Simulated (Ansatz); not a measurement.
A crystal relaxed with r2SCAN+rVV10 in Ansatz has space group P4_2/mnm (No. 136) and a = 4.193 Å, c = 4.605 Å.

| atom | site | x | y | z |
| --- | --- | --- | --- | --- |
| C | 2a | 0.5000 | 0.5000 | 0.5000 |
| Xx | 4f | 0.3043 | 0.6957 | 0.5000 |

With r2SCAN the valence top lies at A and the conduction bottom at Γ, 7.28 eV higher; the smallest vertical gap, at Γ, is 7.78 eV. With HSE06 the valence top lies at A and the conduction bottom at Γ, 8.42 eV higher; the smallest vertical gap, at Γ, is 8.95 eV. PBE gives an indirect gap of 6.69 eV, from A to Γ; the least direct gap is 7.18 eV at Γ. Meshes: r2SCAN 6×6×6, HSE06 4×4×4, PBE 6×6×6. r2SCAN's ε∞ is 2.2 along x and y, 1.8 along z.

Q: Which element is Xx?
A. S
B. Se
C. O
D. Te

A: C. Xx is O: CO2 (P4_2/mnm) from a database structure. C is surrounded by 2 O at 1.16 Å; O is surrounded by 1 C at 1.16 Å.

No spin polarisation and no zero-point or thermal motion.

The meshes of the hybrids are coarse, so their gaps aren't converged to the digits shown.
